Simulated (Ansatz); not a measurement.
Ba under changes of volume

One of the cells (60.131 Å³/atom); the others are scaled copies at fixed shape and fractional positions:

```
Ba
1.0
     3.95294    0.00000    0.00000
    -0.05427    3.92707    0.00000
    -0.10484   -0.00171    3.87356
Ba
1
Direct
  0.00274 0.00448 0.98942
```

This isn't the form of Ba at room conditions, which is bcc.

* Program: Ansatz 0.2.0
* Functional: PBEsol
* Dispersion: D3(BJ)
* Potentials or basis: all-electron LAPW, relativistic spinors
* Cutoff: 98 eV (chosen from the basis error)
* Basis error allowed: 0.001 eV/atom
* k mesh: 7 × 7 × 7
* Occupations: gaussian, width 0.01 eV
* Spin: spin-orbit coupling, no magnetisation

```tsv
volume (Å³/atom)	energy over the lowest point (meV/atom)	pressure (GPa)	gap on the mesh (eV)
56.523	0.00	-0.8	0.08
57.726	6.79	-1.0	0.08
58.929	14.69	-1.1	0.08
60.131	23.57	-1.2	0.08
61.334	33.33	-1.4	0.07
62.536	43.87	-1.5	0.07
63.739	?	?	?
```

What does the run at 63.739 Å³/atom give?

Energy over the lowest point 55.11 meV/atom; pressure -1.5 GPa; gap on the mesh 0.06 eV.

Worked out: A Birch-Murnaghan fit of order 3 (a polynomial in V^(-2/3)) to the other rows has no minimum within the range. It gives 55.11 meV/atom at 63.739 Å³/atom, against the run's 55.11, and -dE/dV = -1.5 GPa, against -1.5.

Energies are extrapolated to zero smearing.

Caveats: an odd mesh through Γ misses points on the zone boundary, where band edges often lie.
